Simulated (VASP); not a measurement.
A run of VASP 6.6.1:

INCAR

```
  PREC = Accurate
  ENCUT = 480
  EDIFF = 1E-7
  ISMEAR = 0
  SIGMA = 0.1
  LREAL = False
  LASPH = True
  NELM = 60
  ALGO = Normal
  ISIF = 3
  LWAVE = False
  LCHARG = False
  GGA = PS
  IBRION = 2
  NSW = 90
  EDIFFG = -0.005
```

KPOINTS

```
regular mesh
0
Gamma
  12 12 12
```

POSCAR

```
YN
1.0
    0.0000000000      2.4483614500      2.4483614500
    2.4483614500      0.0000000000      2.4483614500
    2.4483614500      2.4483614500      0.0000000000
Y N
1 1
Direct
    0.0000000000      0.0000000000      0.0000000000
    0.5000000000      0.5000000000      0.5000000000
```

Potentials or basis: VASP PAW PBE potentials, release 64 (Y_sv, N_s).

Command:

```bash
$ cat potpaw_PBE.64/Y_sv/POTCAR potpaw_PBE.64/N_s/POTCAR > POTCAR
$ mpirun -np 1 vasp_std > vasp.out
```

Hardware: 1 thread of AMD EPYC 9R45 (Zen 5) (shared host).

**Question.** How long does it take, and how much memory?

**Answer.** Run time: 47 s on 1 thread of AMD EPYC 9R45 (Zen 5), with other jobs on the host, peak memory 0.17 GiB. Counts: scf iterations 33, k points 72, ion steps 3.
